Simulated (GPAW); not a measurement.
Input of a GPAW 26.7.0 run:

File run.py:

```python
from ase import Atoms
from ase.dft.bandgap import bandgap
from ase.io import write
from ase.units import GPa
from gpaw import GPAW, PW, setup_paths

setup_paths.insert(0, '.')

atoms = Atoms(['Hf', 'N'],
              cell=[[0.0, 2.256, 2.256],
                    [2.256, 0.0, 2.256],
                    [2.256, 2.256, 0.0]],
              scaled_positions=[[0.0, 0.0, 0.0],
                                [0.5, 0.5, 0.5]],
              pbc=True)

calc = GPAW(mode=PW(800),
            xc='BLYP',
            kpts={'size': (10, 10, 10), 'gamma': True},
            occupations={'name': 'fermi-dirac', 'width': 0.05},
            nbands=19,
            convergence={'density': 1e-05, 'energy': 1e-05},
            eigensolver='davidson',
            maxiter=150,
            txt='gpaw.txt')
atoms.calc = calc
energy = atoms.get_potential_energy()
forces = atoms.get_forces()
stress = atoms.get_stress()
calc.write('gs.gpw')
write('result.traj', atoms)
print(f'Energy: {energy:.6f} eV')
print('Forces (eV/A):')
print(forces.round(4))
print('Stress (GPa):', (stress / GPa).round(3))
print('Fermi level:', round(calc.get_fermi_level(), 4), 'eV')
print(f'Gap: {bandgap(calc)[0]:.4f} eV, direct: {bandgap(calc, direct=True)[0]:.4f} eV')

path = atoms.cell.bandpath('GXWKGLUWLK,UX', npoints=100, eps=1e-4)
bs_calc = calc.fixed_density(kpts=path, symmetry='off', nbands=28,
                             convergence={'bands': 'CBM+6.0', 'eigenstates': 1e-6}, txt='bands.txt')
bs = bs_calc.band_structure()
bs.write('bs.json')
print(f'Gap on the path: {bandgap(bs_calc)[0]:.4f} eV')
```

Potentials or basis: PAW data sets generated in the run's folder for this functional, pw.

The run is started by

```sh
$ gpaw-setup -f BLYP Hf N
$ OMP_NUM_THREADS=1 python run.py
```

**Question.** What does it give for the band gap along the path?

**Answer.** None (metal or under the smearing width).

**Question.** Predict the pressure.

**Answer.** 13.8 GPa.

Levels at the corners of the path, in eV from the Fermi level:
| point | band 5 | band 6 | band 7 | band 8 | band 9 | band 10 | band 11 | band 12 |
| --- | --- | --- | --- | --- | --- | --- | --- | --- |
| Γ | -17.51 | -3.12 | -3.12 | -3.12 | -0.42 | -0.42 | -0.42 | 1.84 |
| X | -16.49 | -5.42 | -3.77 | -3.77 | -3.76 | 3.91 | 5.28 | 5.28 |
| W | -15.87 | -6.23 | -5.48 | -5.48 | 1.07 | 1.07 | 5.29 | 5.39 |
| K | -15.92 | -6.35 | -5.54 | -5.06 | -0.86 | 3.76 | 4.26 | 5.88 |
| Γ | -17.51 | -3.12 | -3.12 | -3.12 | -0.42 | -0.42 | -0.42 | 1.84 |
| L | -14.85 | -8.85 | -6.29 | -6.29 | 3.16 | 3.52 | 3.52 | 4.80 |
| U | -15.92 | -6.35 | -5.54 | -5.06 | -0.86 | 3.76 | 4.26 | 5.88 |
| W | -15.87 | -6.23 | -5.48 | -5.48 | 1.07 | 1.07 | 5.29 | 5.39 |
| L | -14.85 | -8.85 | -6.29 | -6.29 | 3.16 | 3.52 | 3.52 | 4.80 |
| K | -15.92 | -6.35 | -5.54 | -5.06 | -0.86 | 3.76 | 4.26 | 5.88 |
| U | -15.92 | -6.35 | -5.54 | -5.06 | -0.86 | 3.76 | 4.26 | 5.88 |
| X | -16.49 | -5.42 | -3.77 | -3.77 | -3.76 | 3.91 | 5.28 | 5.28 |

Caveat: spin-orbit coupling is left out, which moves the levels of the heavy elements.
